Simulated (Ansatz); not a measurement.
Input of an Ansatz 0.2.0 run:

The input input.yaml:

```yaml
crystal:
  lattice:
    - [3.930777878, 0.0, 0.0]
    - [-1.965388939, 3.404153499, 0.0]
    - [0.0, 0.0, 6.11195352]
  atoms:
    - { symbol: La, position: [0.3333333333, 0.6666666667, 0.24623568] }
    - { symbol: La, position: [0.6666666667, 0.3333333333, 0.75376432] }
    - { symbol: O, position: [0.0, 0.0, 0.0] }
    - { symbol: O, position: [0.3333333333, 0.6666666667, 0.64589065] }
    - { symbol: O, position: [0.6666666667, 0.3333333333, 0.35410935] }
hamiltonian:
  xc: r2scan
  pseudopotentials: { kind: paw }
  hubbard: { sites: [{ species: La, l: f, u_eff: 8.0 }] }
kpoints:
  mp_grid: { grid: [8, 8, 5] }
  band_path:
    path:
      - [[0.0, 0.0, 0.0], [0.5, 0.0, 0.0], [0.3333333333, 0.3333333333, 0.0], [0.0, 0.0, 0.0], [0.0, 0.0, 0.5], [0.5, 0.0, 0.5], [0.3333333333, 0.3333333333, 0.5], [0.0, 0.0, 0.5]]
      - [[0.5, 0.0, 0.5], [0.5, 0.0, 0.0]]
      - [[0.3333333333, 0.3333333333, 0.0], [0.3333333333, 0.3333333333, 0.5]]
    npoints: 14
scf:
  occupations: { method: fermi_dirac, width: 0.05 }
  n_extra_bands: 12
output:
  forces: true
  stress: true
  eigenvalues: true
  fatbands: false
```

Potentials or basis: Ansatz PAW.

The run is started by

```bash
$ ansatz run input.yaml --threads 2 --pin off --max-ram 5632MiB --backend cpu --events-out ev --progress --plain --runs-dir out
```

(1) Predict the band gap on the k mesh.

(2) What does it give for the band gap along the path?

(3) Predict the pressure.

Results:

(1) 4.28 eV, indirect (least direct gap 4.44 eV).

(2) 4.18 eV, indirect (least direct gap 4.31 eV).

(3) 4.5 GPa.

Caveat: the magnetic or orbital state may not be the lowest; the k mesh misses the band edges, so the gap on the mesh is wider than the one along the path; spin-orbit coupling is left out, which moves the levels of the heavy elements; the PAW data sets come from PBE, with cores solved anew for the run's functional, which leaves a small shift of forces and pressure.
